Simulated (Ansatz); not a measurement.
**SnSe₅ polymorphs, one row open**

Level of theory: DFT PBE, scalar-relativistic, plane waves, PAW in Ansatz. All cells share a 420 eV cutoff and Γ-centred k meshes spaced at most about 0.3 Å⁻¹ (about 0.25 or finer for metals, 2π included). No spin polarisation.

All energies are static (0 K, no zero-point motion). Rows are sorted by volume; energies count from the lowest form computed. Coordination counts Se atoms around Sn (those within 1.25 times the shortest such distance or 1.15 times the sum of covalent radii, 1.27 where that leaves under three; a plus sign parts nearer from farther groups; the shortest distance is added where it exceeds 1.18 times the sum of covalent radii).

```tsv
row	form	source	atoms	coordination	V (Å³/atom)	gap on mesh (eV)	ΔE (meV/atom)
1	F-43m	invented	6	Sn 16 from 3.4 Å	22.9	0	?
2	P-62m	invented	6	Sn 6+6	23.7	0	28
3	P-6m2	invented	6	Sn 6	24.4	0	0
4	P6/mmm	invented	6	Sn 2+12	26.1	0	40
5	P6/mmm	invented	6	Sn 18 from 4.0 Å	26.7	0	234
```

The cell of row 1:

```cif
data_structure
_symmetry_space_group_name_H-M 'F-43m'
_symmetry_Int_Tables_number 216
_cell_length_a 8.1916
_cell_length_b 8.1916
_cell_length_c 8.1916
_cell_angle_alpha 90.000
_cell_angle_beta 90.000
_cell_angle_gamma 90.000
_cell_volume 549.68
loop_
_atom_site_label
_atom_site_type_symbol
_atom_site_symmetry_multiplicity
_atom_site_Wyckoff_symbol
_atom_site_fract_x
_atom_site_fract_y
_atom_site_fract_z
_atom_site_occupancy
Sn1 Sn 4 a 0.00000 0.00000 0.00000 1
Se1 Se 16 e 0.12258 0.37742 0.87742 1
Se2 Se 4 c 0.25000 0.25000 0.25000 1
```

Problem. Estimate the missing energy, and say where the row ranks.

Solution. 0.36 eV/atom, which puts it above row 5, the highest in the table. Counting Se atoms around Sn, row 1 has Sn 16 from 3.4 Å and the lowest form (row 3) has Sn 6.

An observed structure of this formula, if there is one, may be missing.

No dispersion correction is applied, so the spacing and binding between layers, chains or molecules are poorly described (P-6m2), and this can change margins and order among such cells. Even the lowest of the cells shown lies +0.16 eV/atom against the elements. Cells relaxed within their symmetry can be saddle points. Some types were kept out of the candidates beforehand, so the set may lack a known form.

The densest cell is also the least stable: row 1 lies 0.36 eV/atom above row 3, so close packing brings no gain in bonding here. Its Sn has 16 Se neighbours, but they start at 3.4 Å, well beyond a normal Sn–Se bond, and the Se–Se contacts in the listed cell are likewise stretched past a single bond. Such packing suits intermetallics, whereas selenium favours a few short, directional bonds and keeps lone pairs that repel when crowded. The two cells with only long Sn–Se contacts, rows 1 and 5, are the highest in energy. Sn–Se distance alone does not order them, however, since row 5 has the longer contacts yet the lower energy; the selenium network probably matters too.

The absence of a gap in every row suggests that none of these frameworks reaches the closed-shell bonding expected of tin(IV) with polyselenide chains. The ranking therefore compares unfavourable metallic packings and gives no support for a stable SnSe₅, particularly as decomposition into the well-known SnSe₂ and selenium should be more favourable still than decomposition into the elements.
